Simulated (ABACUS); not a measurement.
## Mg under changes of volume

One of the cells (23.237 Å³/atom); the others are scaled copies at fixed shape and fractional positions:

```xyz
2
Lattice="3.2093 0.0000 0.0000 -1.6046 2.7793 0.0000 0.0000 0.0000 5.2103" Properties=species:S:1:pos:R:3 pbc="T T T"
Mg    1.6047    0.9264    3.9077
Mg    0.0000    1.8529    1.3026
```

| Property | Result |
| --- | --- |
| Program | ABACUS 3.10.1 |
| Functional | PBE |
| Potentials or basis | PseudoDojo NC SR 0.4.1 PBE standard |
| Cutoff | 1143 eV |
| Density cutoff | 4572 eV |
| Basis | plane waves |
| k mesh | 10 × 10 × 5 |
| Occupations | fermi-dirac, width 0.05 eV |
| Spin | no spin polarisation |

```tsv
volume (Å³/atom)	energy over the lowest point (meV/atom)	pressure (GPa)
21.843	6.98	2.1
22.308	2.31	1.2
22.772	0.06	0.4
23.237	0.00	-0.3
23.702	?	?
24.167	5.57	-1.6
24.631	11.13	-2.1
```

**Question.** What does the run at 23.702 Å³/atom give?

**Answer.** Energy over the lowest point 1.90 meV/atom; pressure -1.0 GPa.

Worked out: A Birch-Murnaghan fit of order 3 (a polynomial in V^(-2/3)) to the other rows has its minimum at 23.03 Å³/atom with B0 = V·E''(V) = 36 GPa (rough, since the energies scatter) at fixed shape and positions, which overstates the stiffness. It gives 1.85 meV/atom at 23.702 Å³/atom, against the run's 1.90, and -dE/dV = -1.0 GPa, against -1.0.

Energies are extrapolated to zero smearing.
